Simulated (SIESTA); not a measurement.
# TiO2: equation of state with PBEsol

Crystal: TiO2.

```xyz
6
Lattice="4.5998 0.0000 0.0000 0.0000 4.5998 0.0000 0.0000 0.0000 2.9592" Properties=species:S:1:pos:R:3 pbc="T T T"
Ti    0.0000    0.0000    1.4796
Ti    2.2999    2.2999    0.0000
O     1.3998    1.3998    1.4796
O     0.9001    3.6997    0.0000
O     3.6997    0.9001    0.0000
O     3.2000    3.2000    1.4796
```

The cell is a database's computed one.

```json
{
 "Program": "SIESTA 5.4.2",
 "Task": "equation of state",
 "Functional": "PBEsol",
 "Potentials or basis": "PseudoDojo 0.4 standard (PBEsol files)",
 "Basis": "DZP (energy shift 0.003 Ry; two zetas on semicore shells)",
 "Grid cutoff": "800 Ry",
 "Energy shift": "0.003 Ry",
 "k mesh": "6 × 6 × 9",
 "Occupations": "fermi-dirac, width 0.05 eV",
 "Spin": "no spin polarisation"
}
```

```
Equilibrium volume                        : 10.46 Å³/atom
Bulk modulus at fixed shape and positions : 241 GPa
Pressure derivative of the bulk modulus   : 4.3
```

Energy against volume, from the lowest point:
```tsv
volume (Å³/atom)	energy (meV/atom)
9.809	33.63
10.018	14.85
10.227	3.89
10.435	0.00
10.644	2.49
10.853	10.66
11.062	23.97
```

All runs of the series together: 28 min on 1 thread of AMD EPYC 7R43 64-Core Processor (Zen 3), with other jobs on the host.

Caveat: the cell was scaled at fixed shape and fractional positions, which overstates the stiffness of a crystal with free parameters, most of all of layers and chains; the basis of atomic orbitals isn't converged, which shifts pressures, moduli and gaps.
